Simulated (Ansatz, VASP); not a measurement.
**One calculation of ZnS, two programs**

```
Zn S
1.0
     3.78159    0.00000    0.00000
    -1.89079    3.27495    0.00000
     0.00000    0.00000    6.20895
Zn S
2 2
Direct
  0.33333 0.66667 0.00544
  0.66667 0.33333 0.50544
  0.33333 0.66667 0.37956
  0.66667 0.33333 0.87956
```

Alike in both runs: functional PBEsol; k mesh 9 × 9 × 6; occupations gaussian, width 0.02 eV; no spin polarisation.

Ansatz relaxed the structure, and its values are those at the end. VASP's run is a single point on that final structure, the one shown.

|  | VASP | Ansatz |
| --- | --- | --- |
| version | VASP 6.6.1 | Ansatz 0.2.0 |
| potentials or method | VASP PAW PBE potentials, release 64 (Zn, S) | scalar-relativistic, plane waves, PAW |
| plane-wave cutoff (eV) | 520 | 420 |
| valence electrons in the cell | 36 | 36 |

VASP gave:

| Property | Result |
| --- | --- |
| gap on the k mesh at the Fermi level (eV) | 2.16 |
| least direct gap on the mesh (eV) | 2.16 |
| pressure (GPa) | 0.2 |

Problem. What did Ansatz give for the same quantities?

Solution. gap on the k mesh at the Fermi level (eV): 2.15; least direct gap on the mesh (eV): 2.15; pressure (GPa): 0.0.

Caveats: the PAW data sets were made with another functional, which shifts forces and pressure a little (VASP). As with any semilocal functional, this PBEsol gap is likely too small.
